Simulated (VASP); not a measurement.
Calculation: HSE06 screened hybrid, VASP's PBE PAW potentials (set 64) (plane waves; VASP 6.6.1).

The input files of a VASP run:

**INCAR**
```
AEXX = 0.25
ALGO = Normal
EDIFF = 1E-6
ENCUT = 400
GGA = PE
HFSCREEN = 0.2
ISIF = 2
ISMEAR = 0
ISYM = 3
LASPH = .TRUE.
LCHARG = .FALSE.
LHFCALC = .TRUE.
LMAXMIX = 4
LREAL = .FALSE.
LWAVE = .FALSE.
NELM = 100
PREC = Accurate
PRECFOCK = Fast
SIGMA = 0.01
SYSTEM = LiI
```

KPOINTS:
```
Automatic mesh
0
Gamma
  4 4 4
0.5 0.5 0.5
```

File POSCAR:
```
LiI
1
    0.0000000000     2.9996930000     2.9996930000
    2.9996930000     0.0000000000     2.9996930000
    2.9996930000     2.9996930000     0.0000000000
Li I
1 1
Direct
  0.0000000000   0.0000000000   0.0000000000
  0.5000000000   0.5000000000   0.5000000000
```

POTCAR, in this order: Li_sv I (PBE.64 set). Program: vasp_std.

What VASP printed:

**OSZICAR**
```
       N       E                     dE             d eps       ncg     rms          rms(c)
DAV:   1    -0.115044550394E+04   -0.11504E+04   -0.29562E+03   180   0.790E+02
DAV:   2    -0.118639467480E+04   -0.35949E+02   -0.33597E+02   241   0.123E+02
DAV:   3    -0.118798346670E+04   -0.15888E+01   -0.15879E+01   214   0.303E+01
DAV:   4    -0.118802905504E+04   -0.45588E-01   -0.45575E-01   301   0.615E+00
DAV:   5    -0.670106379710E+01    0.11813E+04   -0.37104E+00   181   0.112E+01    0.404E+00
DAV:   6    -0.673541607727E+01   -0.34352E-01   -0.30625E-01   267   0.334E+00    0.402E+00
DAV:   7    -0.673886652797E+01   -0.34505E-02   -0.22192E-02   245   0.106E+00    0.263E+00
DAV:   8    -0.673921506742E+01   -0.34854E-03   -0.23360E-03   252   0.374E-01    0.160E+00
DAV:   9    -0.673941282994E+01   -0.19776E-03   -0.48763E-04   242   0.195E-01    0.908E-01
DAV:  10    -0.673958106853E+01   -0.16824E-03   -0.19201E-04   228   0.121E-01    0.507E-01
DAV:  11    -0.673968977630E+01   -0.10871E-03   -0.76854E-05   225   0.777E-02    0.280E-01
DAV:  12    -0.673975201829E+01   -0.62242E-04   -0.33050E-05   234   0.512E-02    0.156E-01
DAV:  13    -0.673978484237E+01   -0.32824E-04   -0.14623E-05   217   0.340E-02    0.871E-02
DAV:  14    -0.673980169068E+01   -0.16848E-04   -0.69099E-06   234   0.229E-02    0.487E-02
DAV:  15    -0.673981016888E+01   -0.84782E-05   -0.30184E-06   224   0.151E-02    0.277E-02
DAV:  16    -0.673981428736E+01   -0.41185E-05   -0.13602E-06   196   0.102E-02    0.156E-02
DAV:  17    -0.673981631050E+01   -0.20231E-05   -0.64078E-07   181   0.682E-03    0.872E-03
DAV:  18    -0.673981728729E+01   -0.97679E-06   -0.25335E-07    97   0.448E-03
   1 F= -.67398173E+01 E0= -.67398173E+01  d E =-.215322-119
```

**OUTCAR**
```
------------------------ aborting loop because EDIFF is reached ----------------------------------------
  FORCE on cell =-STRESS in cart. coord.  units (eV):
  Direction    XX          YY          ZZ          XY          YZ          ZX
  --------------------------------------------------------------------------------------
  Total       -0.2352356     -0.2352356     -0.2352356      0.0000000      0.0000000     -0.0000000
  in kB       -6.9815712     -6.9815712     -6.9815712      0.0000000      0.0000000     -0.0000000
  external PRESSURE =      -6.9815712 kB  Pullay stress =       0.0000000 kB
  volume of cell :       53.98
      direct lattice vectors                 reciprocal lattice vectors
     0.000000000  2.999693000  2.999693000    -0.166683724  0.166683724  0.166683724
     2.999693000  0.000000000  2.999693000     0.166683724 -0.166683724  0.166683724
     2.999693000  2.999693000  0.000000000     0.166683724  0.166683724 -0.166683724
 POSITION                                       TOTAL-FORCE (eV/Angst)
 -----------------------------------------------------------------------------------
      0.00000      0.00000      0.00000        -0.000000      0.000000      0.000000
      2.99969      2.99969      2.99969         0.000000     -0.000000     -0.000000
 -----------------------------------------------------------------------------------
    total drift:                                0.000000      0.000000     -0.000000
  FREE ENERGIE OF THE ION-ELECTRON SYSTEM (eV)
  ---------------------------------------------------
  free  energy   TOTEN  =        -6.7398172873 eV

  energy  without entropy=       -6.7398172873  energy(sigma->0) =       -6.73981729

  exchange ACFDT corr.  =         0.00000000  see jH, gK, PRB 81, 115126
```
(Selected blocks of OUTCAR.)

At this cut-off the stress carries a Pulay error, which pulls relaxed volumes low.

The structure comes from a computed database's LiI entry; how it stands against other phases isn't given here. The cell was not relaxed at this level. The k-mesh is coarse (spacing up to 0.45 per Å, 2π included), so the numbers may not be converged in it. The run is one of a series of settings (KPOINTS 4×4×4 Γ-centred mesh shifted by (0.5, 0.5, 0.5) against the base run), some of them coarse on purpose.
